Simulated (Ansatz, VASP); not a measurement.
# One calculation of Fe, two programs

File INCAR:

```
SYSTEM = Fe
ALGO = Normal
EDIFF = 1E-6
ENCUT = 520
GGA = PE
ISIF = 2
ISMEAR = -1
ISPIN = 2
LASPH = .True.
LCHARG = .False.
LMAXMIX = 4
LORBIT = 11
LREAL = .False.
LWAVE = .False.
MAGMOM = -1
NBANDS = 14
NELM = 150
PREC = Accurate
SIGMA = 0.05
```

KPOINTS

```
k-points
0
Gamma
  21 21 21
  0 0 0
```

The input POSCAR:

```
Fe
1.0
   -1.1916935861      1.1916935861      1.1916935861
    1.1916935861     -1.1916935861      1.1916935861
    1.1916935861      1.1916935861     -1.1916935861
Fe
1
Direct
    0.0000000000      0.0000000000      0.0000000000
```

Input for Ansatz:

```yaml
crystal:
  lattice:
    - [-1.1916935861, 1.1916935861, 1.1916935861]
    - [1.1916935861, -1.1916935861, 1.1916935861]
    - [1.1916935861, 1.1916935861, -1.1916935861]
  atoms:
    - { symbol: Fe, position: [0.0, 0.0, 0.0], spin: -1.0 }
magnetization:
  spin_polarized: true
kpoints:
  mp_grid: { grid: [21, 21, 21] }
scf:
  occupations: { method: fermi_dirac, width: 0.05 }
hamiltonian:
  xc: pbe
  pseudopotentials: { kind: all_electron, lapw: { basis_error: 0.001 } }
output:
  forces: true
  stress: true
  eigenvalues: true
  populations: true
```

Alike in both runs: task single point; functional PBE; k mesh 21 × 21 × 21; occupations fermi-dirac, width 0.05 eV; collinear spin.

|  | VASP | Ansatz |
| --- | --- | --- |
| version | VASP 6.6.1 | Ansatz 0.2.0 |
| potentials or method | VASP PAW PBE potentials, release 64 (Fe) | all-electron LAPW, scalar-relativistic |
| plane-wave cutoff (eV) | 520 | see its input |

VASP gave:

```
gap on the k mesh at the Fermi level (eV)                     : none
net moment per atom (μB)                                      : 0.00
size of the moment on the site where the two differ most (μB) : 0.00
```

What did Ansatz give for the same quantities?

gap on the k mesh at the Fermi level (eV): none; net moment per atom (μB): 1.04; size of the moment on the site where the two differ most (μB): 1.05.

The net moments differ so much that the two runs ended in different magnetic states, which moves the other rows too. Site moments also hang on the region over which each program counts them. A gap of «none» marks a metal or a gap that the smearing closes. Ansatz ran all-electron here, so the differences hold the error of VASP's frozen core and of both bases.
